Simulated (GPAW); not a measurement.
Runs of GPAW 26.7.0 on CdF2. Symmetry: Fm-3m, No. 225, cubic system. Conventional cell: a = 5.388 Å, b = 5.388 Å, c = 5.388 Å, α = 90.00°, β = 90.00°, γ = 90.00°. Around Cd (site symmetry m-3m) lie 8 F at 2.33 Å. Around F (site symmetry -43m) lie 4 Cd at 2.33 Å. 

| task | level | potentials or basis | cell | k mesh | cutoff (eV) | smearing | maxiter | optimizer | fmax | max steps | convergence | gap on the mesh (eV) | pressure (GPa) |
| --- | --- | --- | --- | --- | --- | --- | --- | --- | --- | --- | --- | --- | --- |
| relaxation of cell and atoms | PBEsol | PAW data sets generated in the run's folder for this functional, pw | relaxed | 9 × 9 × 9 | 800 | fermi-dirac 0.05 eV | 150 | BFGS | 0.02 eV/Å | 60 | density=1e-05 forces=0.0001 | (a) | 0.1 |
| dielectric tensor | PBE | GPAW PAW data sets (gpaw-data 1.2.1), pw | as given | 7 × 7 × 7 | 600 | fermi-dirac 0.001 eV | 150 | - | - | - | - | 3.13 | - |
| relaxation of cell and atoms | PBEsol | PAW data sets generated in the run's folder for this functional, pw | relaxed to 2 GPa | 9 × 9 × 9 | 800 | fermi-dirac 0.05 eV | 150 | BFGS | 0.02 eV/Å | 60 | density=1e-05 forces=0.0001 | 3.06 | 2.2 |
| relaxation of cell and atoms | PBEsol | PAW data sets generated in the run's folder for this functional, pw | relaxed to 20 GPa | 9 × 9 × 9 | 800 | fermi-dirac 0.05 eV | 150 | BFGS | 0.02 eV/Å | 60 | density=1e-05 forces=0.0001 | 3.43 | 20.0 |
| relaxation of cell and atoms | PBEsol | PAW data sets generated in the run's folder for this functional, pw | relaxed to 10 GPa | 9 × 9 × 9 | 800 | fermi-dirac 0.05 eV | 150 | BFGS | 0.02 eV/Å | 60 | density=1e-05 forces=0.0001 | (b) | 9.8 |
| relaxation of cell and atoms | PBEsol | PAW data sets generated in the run's folder for this functional, pw | relaxed to 5 GPa | 9 × 9 × 9 | 800 | fermi-dirac 0.05 eV | 150 | BFGS | 0.02 eV/Å | 60 | density=1e-05 forces=0.0001 | 3.13 | 5.0 |
| single point | PBE | GPAW PAW data sets (gpaw-data 1.2.1), pw | as given | 7 × 7 × 7 | 600 | fermi-dirac 0.05 eV | 120 | - | - | - | default | 3.13 | 4.9 |
| relaxation of cell and atoms | PBEsol | PAW data sets generated in the run's folder for this functional, pw | relaxed to 30 GPa | 9 × 9 × 9 | 800 | fermi-dirac 0.05 eV | 150 | BFGS | 0.02 eV/Å | 60 | density=1e-05 forces=0.0001 | 3.58 | 29.9 |

Alike in all rows: no spin polarisation.

Problem. Estimate the missing entries.

Solution. (a) 3.00; (b) 3.24.

Caveats: an odd mesh through Γ misses points on the zone boundary, where band edges often lie (some runs); later steps reuse the first step's grids (some runs); the long-wavelength limit can be off by several per cent where d states take part (some runs); the cutoff is short for stress and forces, so pressures can be off by a GPa or more (some runs).

A k mesh can miss the band edges, and the runs leave out spin-orbit coupling on Cd.
